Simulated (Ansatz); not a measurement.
# Molecular dynamics of SiH10C2

Input:

```yaml
accuracy: low
crystal:
  lattice:
    - [8.46793, 0.0, 0.0]
    - [0.0, 8.46793, 0.0]
    - [0.0, 0.0, 8.46793]
  atoms:
    - { symbol: C, position: [0.15838476, 0.19156329, 0.66610364] }
    - { symbol: C, position: [0.18987419, 0.32396441, 0.54848241] }
    - { symbol: H, position: [0.24783055, 0.20560577, 0.76003018] }
    - { symbol: H, position: [0.0390724, 0.18379046, 0.72556839] }
    - { symbol: H, position: [0.20449348, 0.07435924, 0.62702973] }
    - { symbol: H, position: [0.13549952, 0.311441, 0.43115612] }
    - { symbol: H, position: [0.14602524, 0.43540527, 0.6001812] }
    - { symbol: H, position: [0.3147532, 0.33135485, 0.52985506] }
    - { symbol: C, position: [0.12925935, 0.66505472, 1.08398267] }
    - { symbol: C, position: [0.13311416, 0.64110543, 0.90945457] }
    - { symbol: H, position: [0.10748155, 0.79004639, 1.11423449] }
    - { symbol: H, position: [0.03105431, 0.59973451, 1.14173394] }
    - { symbol: H, position: [0.23767891, 0.63541411, 1.15261886] }
    - { symbol: H, position: [0.1493091, 0.52042887, 0.87077705] }
    - { symbol: H, position: [0.02994502, 0.69246766, 0.85729271] }
    - { symbol: H, position: [0.22464321, 0.71828904, 0.8569875] }
    - { symbol: C, position: [0.6697785, 0.88603511, 0.76954502] }
    - { symbol: C, position: [0.68066778, 0.89503184, 0.59370166] }
    - { symbol: H, position: [0.66207733, 0.99829928, 0.83606039] }
    - { symbol: H, position: [0.56849367, 0.80917824, 0.81060251] }
    - { symbol: H, position: [0.77902356, 0.84297034, 0.8266626] }
    - { symbol: H, position: [0.71424076, 0.78175572, 0.54535913] }
    - { symbol: H, position: [0.5699673, 0.93253986, 0.53689744] }
    - { symbol: H, position: [0.76770924, 0.97793215, 0.55274007] }
    - { symbol: Si, position: [0.35059562, 0.23967305, 0.13621705] }
    - { symbol: H, position: [0.41126394, 0.3675658, 0.22764341] }
    - { symbol: H, position: [0.30722497, 0.10702449, 0.24605783] }
    - { symbol: H, position: [0.21205074, 0.3025889, 0.055907] }
    - { symbol: H, position: [0.47808868, 0.19685302, 0.03336008] }
    - { symbol: Si, position: [0.90199596, 0.1124593, 0.11768157] }
    - { symbol: H, position: [1.02409528, -0.0005183, 0.09567165] }
    - { symbol: H, position: [0.97658135, 0.26468943, 0.18225058] }
    - { symbol: H, position: [0.81615572, 0.137366, -0.03495889] }
    - { symbol: H, position: [0.7656575, 0.07716375, 0.23316906] }
    - { symbol: Si, position: [0.66735235, 0.5356162, 0.96297487] }
    - { symbol: H, position: [0.72091111, 0.47897911, 0.81411619] }
    - { symbol: H, position: [0.49014067, 0.54136387, 0.94441017] }
    - { symbol: H, position: [0.70054607, 0.40427997, 1.07639493] }
    - { symbol: H, position: [0.74883116, 0.66380513, 1.03701941] }
basis:
  ecutwfc: 500.0
kpoints:
  mp_grid: { grid: [1, 1, 1] }
hamiltonian:
  xc: r2scan
  dispersion: d3bj
scf:
  occupations: { method: fermi_dirac, width: 0.05 }
  lower_state_search: "off"
md:
  timestep: 0.5
  n_steps: 70
  ensemble: nvt_nose_hoover
  temperature: 500.0
  initial_velocities: maxwell_boltzmann
  seed: 748986
  nose_hoover: { tau: 50.0, chain_length: 1 }
  masses: [{ species: H, mass: 2.014 }]
```

Command:

```bash
$ ansatz run input.yaml --threads 1 --pin off --max-ram 3072MiB --backend cpu --events-out ev --progress --plain --runs-dir out
```

It goes on from the last frame of an earlier run, with new velocities.

Output, in part (step lines):

```
md step     0: t =     0.00 fs  T =   500.0 K  F+E_penalty+E_count = -3909.90460952 eV  E_kin = 2.455940 eV  conserved = -3907.44866954 eV  (8 SCF iters)
md step     1: t =     0.50 fs  T =   497.9 K  F+E_penalty+E_count = -3909.89395407 eV  E_kin = 2.445431 eV  conserved = -3907.44852370 eV  (7 SCF iters)
md step     2: t =     1.00 fs  T =   490.6 K  F+E_penalty+E_count = -3909.85794023 eV  E_kin = 2.409764 eV  conserved = -3907.44817980 eV  (7 SCF iters)
md step     3: t =     1.50 fs  T =   479.3 K  F+E_penalty+E_count = -3909.80202520 eV  E_kin = 2.354359 eV  conserved = -3907.44768157 eV  (7 SCF iters)
md step     4: t =     2.00 fs  T =   465.6 K  F+E_penalty+E_count = -3909.73410495 eV  E_kin = 2.287044 eV  conserved = -3907.44710797 eV  (7 SCF iters)
md step     5: t =     2.50 fs  T =   451.3 K  F+E_penalty+E_count = -3909.66322359 eV  E_kin = 2.216767 eV  conserved = -3907.44656516 eV  (3 SCF iters)
md step     6: t =     3.00 fs  T =   438.1 K  F+E_penalty+E_count = -3909.59792691 eV  E_kin = 2.151982 eV  conserved = -3907.44615499 eV  (3 SCF iters)
md step     7: t =     3.50 fs  T =   427.3 K  F+E_penalty+E_count = -3909.54465773 eV  E_kin = 2.099074 eV  conserved = -3907.44594537 eV  (3 SCF iters)
[... lines left out ...]
```

The steps, from the saved trajectory:

```csv
time (fs),T (K),potential energy less start (eV),conserved less start (meV/atom)
0.0,500,0.000,0.00
1.0,491,0.047,0.01
2.0,466,0.171,0.04
3.0,438,0.307,0.06
4.0,420,0.398,0.07
5.0,413,0.432,0.06
6.0,410,0.444,0.03
7.0,403,0.481,0.02
8.0,385,0.572,0.03
9.0,361,0.691,0.07
10.0,348,0.758,0.10
11.0,361,0.695,0.10
12.0,400,0.505,0.06
13.0,448,0.275,0.01
14.0,481,0.114,-0.01
15.0,488,0.086,-0.01
16.0,469,0.185,0.02
17.0,439,0.338,0.06
18.0,418,0.445,0.09
19.0,420,0.442,0.09
20.0,440,0.344,0.05
21.0,465,0.227,0.02
22.0,475,0.182,-0.01
23.0,459,0.265,0.00
24.0,420,0.464,0.03
25.0,376,0.689,0.08
26.0,351,0.817,0.11
27.0,358,0.786,0.09
28.0,388,0.644,0.04
29.0,419,0.497,0.01
30.0,436,0.421,0.01
31.0,438,0.424,0.04
32.0,433,0.454,0.07
33.0,438,0.442,0.08
34.0,455,0.366,0.06
35.0,477,0.266,0.03
```

All steps were run. The conserved energy stayed within 0.11 meV per atom of its start (net change 0.028 meV per atom), so the integration is sound. The mean temperature of the second half is 15 % below the set value. A run of 0.035 ps of so small a system gives no equilibrium averages. Limits of this set-up: coarse k mesh, low accuracy level.

Mean squared displacements from the first frame to the last, about the centre of mass: C 0.06 Å², H 0.18 Å², Si 0.05 Å².

Last frame:

```xyz
39
Lattice="8.4679 0.0000 0.0000 0.0000 8.4679 0.0000 0.0000 0.0000 8.4679" Properties=species:S:1:pos:R:3
C 1.388 1.690 5.503
C 1.667 2.761 4.487
H 2.054 1.734 6.412
H 0.300 1.813 5.978
H 1.670 0.746 5.043
H 1.278 2.420 3.525
H 1.202 3.680 4.747
H 2.756 2.954 4.321
C 0.983 5.679 9.051
C 0.938 5.449 7.608
H 0.706 6.662 9.456
H 0.419 4.896 9.531
H 2.010 5.573 9.420
H 1.339 4.444 7.398
H -0.076 5.487 7.151
H 1.548 6.099 7.062
C 5.502 7.486 6.515
C 5.762 7.164 5.046
H 5.566 8.579 6.707
H 4.484 7.154 6.913
H 6.274 7.070 7.213
H 5.912 6.130 4.835
H 4.978 7.551 4.383
H 6.691 7.701 4.678
Si 2.972 1.978 1.049
H 3.369 3.037 2.042
H 2.680 0.696 1.693
H 1.703 2.180 0.394
H 3.844 1.747 -0.136
Si 7.657 1.075 1.214
H 8.564 -0.003 0.703
H 8.117 2.133 2.198
H 6.955 1.638 0.087
H 6.704 0.353 1.986
Si 5.846 4.628 8.334
H 6.563 4.776 7.078
H 4.347 4.893 7.982
H 5.939 3.336 9.031
H 6.272 5.689 9.307
```

Run time: 8.9 min on 1 thread of AMD EPYC 9R14 (Zen 4) (shared host), peak memory 1.1 GiB.
